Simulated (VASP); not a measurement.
The system is CsSnBr3.

```
Cs Sn Br
1.0
     5.83901    0.00000    0.00000
     0.00000    5.83901    0.00000
     0.00000    0.00000    5.83901
Cs Sn Br
1 1 3
Cartesian
  0.0000 0.0000 0.0000
  2.9195 2.9195 2.9195
  2.9195 0.0000 2.9195
  2.9195 2.9195 0.0000
  0.0000 2.9195 2.9195
```

The cell is a database's computed one.

* Program: VASP 6.6.1
* Task: relaxation of cell and atoms
* Functional: PBEsol
* Potentials or basis: VASP PAW PBE potentials, release 64 (Cs_sv, Sn_d, Br)
* Cutoff: 600 eV
* k mesh: 6 × 6 × 6
* Occupations: gaussian, width 0.03 eV
* Spin: no spin polarisation

At the start: pressure -0.8 GPa; volume 39.81 Å³/atom.

Question: How do energy, volume and symmetry change on relaxing?

Answer: Over 3 steps the energy falls by 3.6 meV/atom and the volume is 38.40 Å³/atom (-3.6 %); space group Pm-3m (No. 221, to 0.05 Å).

Step by step:
| step | energy change (eV) | largest force (eV/Å) | pressure (GPa) | volume (Å³) |
| --- | --- | --- | --- | --- |
| 1 | 0.0000 | 0.0000 | -0.77 | 199.07 |
| 2 | -0.0169 | 0.0000 | -0.19 | 193.58 |
| 3 | -0.0180 | 0.0000 | -0.02 | 191.98 |

Final structure:
```xyz
5
Lattice="5.7688 0.0000 0.0000 0.0000 5.7688 0.0000 0.0000 0.0000 5.7688" Properties=species:S:1:pos:R:3 pbc="T T T"
Cs    0.0000    0.0000    0.0000
Sn    2.8844    2.8844    2.8844
Br    2.8844    0.0000    2.8844
Br    2.8844    2.8844    0.0000
Br    0.0000    2.8844    2.8844
```

Caveat: the PAW data sets were made with another functional, which shifts forces and pressure a little.
